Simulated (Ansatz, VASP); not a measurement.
This is a calculation of Al3Au for Ansatz 0.2.0.

File input.yaml:

```yaml
crystal:
  lattice:
    - [-2.025333, 2.025333, 4.0566]
    - [2.025333, -2.025333, 4.0566]
    - [2.025333, 2.025333, -4.0566]
  atoms:
    - { symbol: Au, position: [0.0, 0.0, 0.0] }
    - { symbol: Al, position: [0.5, 0.5, 0.0] }
    - { symbol: Al, position: [0.25, 0.75, 0.5] }
    - { symbol: Al, position: [0.75, 0.25, 0.5] }
hamiltonian:
  xc: pbesol
  pseudopotentials: { kind: paw }
kpoints:
  mp_grid: { grid: [9, 9, 9] }
scf:
  occupations: { method: fermi_dirac, width: 0.05 }
output:
  forces: true
  stress: true
  eigenvalues: true
```

Potentials or basis: Ansatz PAW.

The run is started by

```sh
$ ansatz run input.yaml --threads 1 --pin off --max-ram 3584MiB --backend cpu --events-out ev --progress --plain --runs-dir out
```

Question: Translate it to VASP 6.6.1. Potentials there: VASP PAW PBE potentials, release 64 (Au, Al).

Answer: As run (the cutoff follows the program's own potentials):

Contents of INCAR:

```
SYSTEM = Al3Au
ALGO = Normal
EDIFF = 1E-7
ENCUT = 520
GGA = PS
ISIF = 2
ISMEAR = -1
LASPH = .TRUE.
LCHARG = .FALSE.
LREAL = .FALSE.
LWAVE = .FALSE.
NBANDS = 18
NELM = 60
PREC = Accurate
SIGMA = 0.05
```

KPOINTS

```
k-points
0
G
  9 9 9
  0 0 0
```

POSCAR

```
Al3Au
1.0
   -2.0253330000      2.0253330000      4.0566000000
    2.0253330000     -2.0253330000      4.0566000000
    2.0253330000      2.0253330000     -4.0566000000
Au Al
1 3
Direct
    0.0000000000      0.0000000000      0.0000000000
    0.5000000000      0.5000000000      0.0000000000
    0.2500000000      0.7500000000      0.5000000000
    0.7500000000      0.2500000000      0.5000000000
```

Potentials or basis: VASP PAW PBE potentials, release 64 (Au, Al).

The run is started by

```console
$ cat potpaw_PBE.64/Au/POTCAR potpaw_PBE.64/Al/POTCAR > POTCAR
$ mpirun -np 1 vasp_std > vasp.out
```

Both were run:

|  | VASP | Ansatz | Ansatz less VASP |
| --- | --- | --- | --- |
| gap on the k mesh at the Fermi level (eV) | none | none | - |
| pressure (GPa) | -2.7 | -2.6 | +0.06 |
| largest component of the traceless stress (GPa) | 0.28 | 0.30 | +0.017 |

A gap of «none» marks a metal or a gap that the smearing closes. The two sets of potentials don't hold the same shells in valence.

Caveats: the PAW data sets were made with another functional, which shifts forces and pressure a little (VASP); the PAW data sets come from PBE, with cores solved anew for the run's functional, which leaves a small shift of forces and pressure (Ansatz). Spin-orbit coupling is left out, which matters for the levels of Au.
